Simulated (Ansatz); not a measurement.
Wanted: the native input for an Ansatz 0.2.0 run.

| Property | Result |
| --- | --- |
| Task | single point |
| Functional | PBE |
| Potentials or basis | Ansatz PAW |
| Cutoff | 420 eV (not typed: the program's choice for these potentials) |
| k mesh | 7 × 7 × 7 |
| Occupations | fermi-dirac, width 0.05 eV |
| Spin | no spin polarisation |

Crystal: Sc.

```
Sc
1.0
    -3.08801    3.08801    2.70624
     3.08801   -3.08801    2.70624
     3.08801    3.08801   -2.70624
Sc
4
Direct
  0.83627 0.66373 0.50000
  0.33627 0.83627 0.17254
  0.66373 0.16373 0.82746
  0.16373 0.33627 0.50000
```

This isn't the form of Sc at room conditions, which is hcp.

One way to write it, as run:

input.yaml

```yaml
crystal:
  lattice:
    - [-3.0880123167, 3.0880123167, 2.7062434742]
    - [3.0880123167, -3.0880123167, 2.7062434742]
    - [3.0880123167, 3.0880123167, -2.7062434742]
  atoms:
    - { symbol: Sc, position: [0.83626951, 0.66373049, 0.5] }
    - { symbol: Sc, position: [0.33626951, 0.83626951, 0.17253902] }
    - { symbol: Sc, position: [0.66373049, 0.16373049, 0.82746098] }
    - { symbol: Sc, position: [0.16373049, 0.33626951, 0.5] }
hamiltonian:
  xc: pbe
  pseudopotentials: { kind: paw }
kpoints:
  mp_grid: { grid: [7, 7, 7] }
scf:
  occupations: { method: fermi_dirac, width: 0.05 }
output:
  forces: true
  stress: true
  eigenvalues: true
  write_density: true
  write_potential: true
  elf: true
  volumetric_format: npy
```

Potentials or basis: Ansatz PAW.

The run is started by

```sh
$ ansatz run input.yaml --threads 2 --pin off --max-ram 5120MiB --backend cpu --events-out ev --progress --plain --runs-dir out
```

Results of the run:

```json
{
 "Pressure": "0.1 GPa",
 "Largest force": "0.046 eV/Å",
 "Band gap on the k mesh": "none (metal or under the smearing width)"
}
```

Wall time 5 s on 2 threads of Intel(R) Xeon(R) Processor @ 2.50GHz (Skylake/Cascade Lake), with other jobs on the host, peak memory 0.44 GiB.
